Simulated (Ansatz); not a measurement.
Computed with DFT PBE, scalar-relativistic, plane waves, PAW (Ansatz 0.2.0). Settings of the last relaxation (16-atom cell): 420 eV, 12×12×2 k points, Gaussian smearing of 0.02 eV, no spin polarisation.

The zero of energy is the elements' standard structures at the same level (N₂ as a molecule); no fitted shifts are applied.

Question: Propose a candidate for a trigonal wide-gap insulator with formula AlN, with a gap near 3.8 eV, a formation energy near −1.36 eV/atom and a density near 3.19 g/cm³, in a cell of 16 atoms.

Answer: AlN, space group P3m1 (No. 156). Al on its first site has 4 N at 1.91–1.92 Å; Al on its second site is surrounded by 4 N at 1.90–1.92 Å; around Al on its third site lie 4 N at 1.90–1.91 Å; N on its first site has 4 Al at 1.90 Å; 12 more sites not described.

```cif
data_structure
_symmetry_space_group_name_H-M 'P3m1'
_symmetry_Int_Tables_number 156
_cell_length_a 3.1205
_cell_length_b 3.1205
_cell_length_c 20.2233
_cell_angle_alpha 90.000
_cell_angle_beta 90.000
_cell_angle_gamma 120.000
_cell_volume 170.55
loop_
_atom_site_label
_atom_site_type_symbol
_atom_site_symmetry_multiplicity
_atom_site_Wyckoff_symbol
_atom_site_fract_x
_atom_site_fract_y
_atom_site_fract_z
_atom_site_occupancy
Al1 Al 1 b 0.33333 0.66667 0.82754 1
Al2 Al 1 a 0.00000 0.00000 0.70199 1
Al3 Al 1 c 0.66667 0.33333 0.32854 1
Al4 Al 1 c 0.66667 0.33333 0.57749 1
Al5 Al 1 a 0.00000 0.00000 0.45300 1
Al6 Al 1 b 0.33333 0.66667 0.07750 1
Al7 Al 1 a 0.00000 0.00000 0.20305 1
Al8 Al 1 c 0.66667 0.33333 0.95303 1
N1 N 1 c 0.66667 0.33333 0.04723 1
N2 N 1 c 0.66667 0.33333 0.67170 1
N3 N 1 b 0.33333 0.66667 0.92226 1
N4 N 1 a 0.00000 0.00000 0.29777 1
N5 N 1 a 0.00000 0.00000 0.79673 1
N6 N 1 a 0.00000 0.00000 0.54720 1
N7 N 1 b 0.33333 0.66667 0.17224 1
N8 N 1 c 0.66667 0.33333 0.42273 1
```

| Quantity | Value |
| --- | --- |
| Volume per atom | 10.66 Å³ |
| Density | 3.19 g/cm³ |
| Formation energy | −1.357 eV/atom |
| Gap on the 12×12×2 mesh of the 16-atom cell | 3.80 eV |

The cell was found from a structure generator's guess, not taken from experiment. Other answers may fit too; this one was computed.

Kohn–Sham gaps at this level usually fall short of measured ones. A structure relaxed within its symmetry needn't be a true minimum.
